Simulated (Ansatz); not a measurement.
# Ge (bcc type): the cost of one run

Computed with Ansatz 0.2.0 (DFT, PBE, PAW with Ansatz's default frozen-core files, scalar-relativistic, unless a step's input says otherwise).

**1. Starting point**

The structure is cubic, space group Im-3m (No. 229). The conventional cell has a = 3.362 Å, b = 3.362 Å, c = 3.362 Å, α = 90.00°, β = 90.00°, γ = 90.00°. Around Ge (site symmetry m-3m) lie 8 Ge at 2.91 Å.

Coordinates:

```
CELL_PARAMETERS angstrom
-1.68099 1.68099 1.68099
1.68099 -1.68099 1.68099
1.68099 1.68099 -1.68099
ATOMIC_POSITIONS crystal
Ge 0.00000 0.00000 0.00000
```

**2. Cell relaxed at zero pressure, PAW**

Input file input.yaml:

```yaml
crystal:
  lattice:
    - [-1.6809877034, 1.6809877034, 1.6809877034]
    - [1.6809877034, -1.6809877034, 1.6809877034]
    - [1.6809877034, 1.6809877034, -1.6809877034]
  atoms:
    - { symbol: Ge, position: [0.0, 0.0, 0.0] }
kpoints:
  mp_grid: { grid: [20, 20, 20] }
scf:
  occupations: { method: fermi_dirac, width: 0.05 }
hamiltonian:
  xc: pbe
  pseudopotentials: { kind: paw }
output:
  forces: true
  stress: true
relax:
  f_tol: 0.005
  max_steps: 40
  cell: {}
```

Launch:

```
ansatz run input.yaml --threads 1 --pin off --max-ram 3584MiB --backend cpu --events-out ev --progress --plain --runs-dir out
```

What time and memory should one allow on 1 thread of Intel Xeon Platinum 8488C (Sapphire Rapids), shared host?

About 8.7 s, with a peak of 0.39 GiB.
